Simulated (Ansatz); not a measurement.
**Barrier of one jump, H in TiAl₃**

Method: DFT PBE, scalar-relativistic, plane waves, PAW (Ansatz 0.2.0). Settings: 420 eV cutoff, 4×4×4 k-mesh, shifted by half a step, Gaussian smearing of 0.10 eV, no spin polarisation.

Host crystal, relaxed:

```yaml
crystal:
  lattice:
    - [-1.92267, 1.92267, 4.31140]
    - [1.92267, -1.92267, 4.31140]
    - [1.92267, 1.92267, -4.31140]
  atoms:
    - { symbol: Ti, position: [0.00000, 0.00000, 0.00000] }
    - { symbol: Al, position: [0.50000, 0.50000, 0.00000] }
    - { symbol: Al, position: [0.75000, 0.25000, 0.50000] }
    - { symbol: Al, position: [0.25000, 0.75000, 0.50000] }
```

In a supercell of 20 host sites, interstitial H hops to an equivalent place, moving 2.81 Å between the relaxed ends. Climbing-image nudged elastic band at fixed cell with images 0 (start) to 6 (end), the path measured over all atoms, converged to 0.05 eV/Å; the order of the saddle wasn't checked, and the small cell leaves errors of about a tenth of an eV. Zero-point motion and tunnelling, which matter for H, are left out.

Supercell rows in host cell vectors: 0 -1 -2; 1 -1 1; -2 0 -1. H was set at (0.250, 0.250, 0.000) of the host cell.

At the relaxed start H has 1 Ti at 1.80 Å, 4 Al at 2.02 Å, 1 Al at 2.56 Å.

**Question.** What barrier does the band give, and what surrounds the atom at the top?

**Answer.** 0.98 eV at image 3, where H has 2 Al at 1.65 Å.

Cost: 1 run of about 50 core-minutes, on Intel Xeon Processor @ 2.50GHz (Skylake/Cascade Lake) (shared hosts).